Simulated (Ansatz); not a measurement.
# Dielectric response of MgTe (110) films, part 5 of 5

How well do thin zincblende MgTe (110) films screen a perpendicular field?

Ansatz 0.2.0; plane-wave DFT, LDA, Ansatz PAW.

So far. Step 22 (Relaxing in the field, 24 atoms, units 12, field -0.05 …): The dipole is -0.195 e·Å, and the gap on the mesh 2.371 eV.

**23. Response with the atoms relaxed, 24 atoms, units 12 (continued)**

Local field over the applied field, running mean. From the potentials at -0.05 and 0.05 V/Å; running mean over 2.27 Å, taken twice. Table of local field over applied field by z:

z (Å), local field over applied field and a bar from the least value:
```
        5      0.990 ##############################
        6      0.933 ############################
        7      0.832 ##########################
        8      0.561 ##################
        9      0.173 #######
       10     -0.079 
       11      0.094 #####
       12      0.222 ########
       13      0.165 #######
       14      0.104 #####
       15      0.109 #####
       16      0.151 ######
       17      0.132 ######
       18      0.111 #####
       19      0.121 ######
       20      0.125 ######
       21      0.129 ######
       22      0.129 ######
       23      0.125 ######
       24      0.121 ######
       25      0.112 #####
       26      0.132 ######
       27      0.152 #######
       28      0.109 #####
       29      0.102 #####
       30      0.169 #######
       31      0.221 ########
       32      0.087 #####
       33     -0.081 
       34      0.185 #######
       35      0.574 ##################
       36      0.836 ##########################
       37      0.936 ############################
       38      0.991 ##############################
```

The induced dipole is that of a conductor 24.23 Å thick.

**24. Electronic ε from the series**

This step: plane-wave DFT, LDA, Ansatz PAW; permittivity from the thickness series, atoms held (Ansatz 0.2.0).

Each added layer adds t(1 − 1/ε) to the dipole term, so the slope against thickness gives ε without a choice of where the film ends.

Numbers from this step:

```yaml
slope: 0.8221
intercept_of_the_fit: 2.233 Å
eps_of_the_interior: 5.621
```

The equivalent conductor thickness by distance between the outer atoms:

| distance between the outer atoms (Å) | equivalent conductor thickness (Å) |
| --- | --- |
| 9.28 | 9.86 |
| 16.00 | 15.4 |
| 24.94 | 22.7 |

By hand, from the thinnest and the thickest film: slope = (22.737 − 9.863) / (24.938 − 9.277) = 0.822, so ε = 1/(1 − 0.822) = 5.62.

**25. Static ε from the series**

This step: plane-wave DFT, LDA, Ansatz PAW; permittivity from the thickness series, atoms relaxed (Ansatz 0.2.0).

The same fit for the relaxed films. The nearer its slope lies to 1, the more ε hangs on small errors.

This step gave:

| Property | Result |
| --- | --- |
| slope | 0.8727 |
| intercept of the fit | 2.464 Å |
| ε of the interior | 7.858 |

Equivalent conductor thickness against distance between the outer atoms:

```
distance between the outer atoms (Å)  equivalent conductor thickness (Å)
                                9.28                                10.6
                               24.94                                24.2
```

By hand, from the thinnest and the thickest film: slope = (24.229 − 10.560) / (24.938 − 9.277) = 0.873, so ε = 1/(1 − 0.873) = 7.86. One nm of such a film has the capacitance of 3.9/7.86 = 0.50 nm of SiO₂ (its equivalent oxide thickness).

**26. Varying the input**

This step: plane-wave DFT, LDA, Ansatz PAW (Ansatz 0.2.0).

System of this step: MgTe (110), 5 units. The cell holds 10 atoms: 5 Mg and 5 Te. Cell: a = 4.540 Å, b = 6.420 Å, c = 27.079 Å, α = 90.0°, β = 90.0°, γ = 90.0°. It derives from MgTe (zincblende MgTe). Vacuum lies along c.

An input spoilt on purpose, to show how the run answers: it repeats the earlier run at 0.1 V/Å, 5 units with efield.axis from 3 to 2, and scf.max_iter set to 60.

input.yaml reads:

```yaml
crystal:
  lattice:
    - [4.53962554, 0.0, 0.0]
    - [0.0, 6.42, 0.0]
    - [0.0, 0.0, 27.0792510704]
  atoms:
    - { symbol: Mg, position: [0.5, 0.5554529949, 0.3543894998] }
    - { symbol: Te, position: [0.0, 0.7551889699, 0.3287112791] }
    - { symbol: Mg, position: [0.0, -0.0211921628, 0.4145588937] }
    - { symbol: Te, position: [0.5, 0.2272285223, 0.4179587882] }
    - { symbol: Mg, position: [0.5, 0.4823159104, 0.4999999969] }
    - { symbol: Te, position: [0.0, 0.7343274137, 0.5000000047] }
    - { symbol: Mg, position: [0.0, -0.0211921545, 0.5854411073] }
    - { symbol: Te, position: [0.5, 0.2272285271, 0.5820412134] }
    - { symbol: Mg, position: [0.5, 0.5554530094, 0.6456104926] }
    - { symbol: Te, position: [0.0, 0.7551889698, 0.6712887244] }
kpoints:
  mp_grid: { grid: [6, 4, 1] }
hamiltonian:
  xc: lda
scf:
  occupations: { method: fixed }
  convergence: { dr2_threshold: 1.0e-10 }
  max_iter: 60
efield:
  axis: 2
  dipole_correction: true
  ramp_position: 0.97
  ramp_width: 0.06
  amplitude: 0.1
output:
  write_potential: true
  write_density: true
  volumetric_format: npy
```

On the command line:

```console
$ ansatz run input.yaml --threads 4 --pin off --max-ram 8192MiB --backend cpu --events-out ev --progress --plain --runs-dir out
```

Numbers of over 12 decimals in the logs are rounded to 6 here.

What it wrote:

```text
Engine: ansatz 0.2.0, aarch64-unknown-linux-gnu
Pseudopotentials: kind: paw
Pseudopotential: Mg, paw, valence charge 10, recommended cutoff 420 eV (normal), Mg.paw.azcp
Pseudopotential: Te, paw, valence charge 16, recommended cutoff 420 eV (normal), Te.paw.azcp
Functional definition: SPW92
  exchange = slater_x
  correlation = pw_c
Crystal: 10 atoms, lattice volume = 789.208 Å³
Basis set: ecut = 420 eV, 15453 PW (Γ)
Bands: 78, of which v1, the nominal top of the filled ones, is band 65 counted from 1 (64 counted from 0)
Symmetry: 4 space group operations
Space group: Pmm2 (ITA 25), of the structure as read, at distance tolerance 9.2e-5 Å
k-points: 12 of 24 (time reversal used)
Non-local potential: Mg, projectors of the file, l = 0: 3, l = 1: 2, l = 2: 1
Non-local potential: Te, projectors of the file, l = 0: 2, l = 1: 2, l = 2: 2, l = 3: 2
PAW form: soft (Blöchl's): semilocal exchange-correlation on the pseudo side does not see the compensation charge
PAW frozen core: Mg, regenerated for the run's functional, and the local potential with it (the file was generated under x = pbe(κ = 0.804, μ = 0.219515), c = pbe(β = 0.066725))
PAW frozen core: Te, regenerated for the run's functional, and the local potential with it (the file was generated under x = pbe(κ = 0.804, μ = 0.219515), c = pbe(β = 0.066725))
PAW one-centre angular grid: Mg, 110 points (default); XC on 64 Gauss nodes
PAW one-centre angular grid: Te, 590 points (default); XC on 64 Gauss nodes
Initial density: superposition of atomic densities (neutral atoms: chi_scale 0, normalization atom, screened)
Initial wavefunctions: pseudopotential atomic-orbital guess
Functional: x = slater, c = lda
Error: efield: ion 2 (Mg) at fractional coordinate 0.9788 along the field axis lies inside the sawtooth ramp with 2 of the planes that the density is read on at each end, [0.9256, 0.0744] — the ramp must sit in vacuum (an ion there feels the fictitious reversed slope); set or move the ramp (efield.ramp_position / ramp_width) or move the geometry
```

It took 0.47 s on 4 threads of Arm Neoverse N1, shared host; peak memory 0.68 GiB.

The program refused the input before any cycle.

The program's message: “Error: efield: ion 2 (Mg) at fractional coordinate 0.9788 along the field axis lies inside the sawtooth ramp with 2 of the planes that the density is read on at each end, [0.9256, 0.0744] — the ramp m …”

The fault put into the input: the field along an axis without vacuum.

**27. Results**

- electronic ε from the thickness series: 5.62
- static ε from the thickness series: 7.86
- local electronic ε, middle of 12 units: 5.67

The films give an electronic ε of 5.62 and a static ε of 7.86. The slope of the series and the field inside the thickest film give 5.62 and 5.67, in agreement. Ions raise ε from 5.62 to 7.86. The static value rests on two thicknesses alone. The in-plane lattice constants are held at typed bulk values. Semilocal functionals tend to overestimate the electronic ε a little.

[Logs are printed without paths, hosts, clocks, repeated set-up lines and the standing remarks that a program may print on its own settings, such as how far it seeks lower states.]

[Hosts, paths, dates, database ids (printed as entryN), source tags and the programs' standing remarks are cut or masked in the printed files.]

[Maps of the electrostatic potential energy from Ansatz leave out the sawtooth potential of an applied field or a dipole correction, so their vacuum need not be flat; planar profiles and work functions include it.]
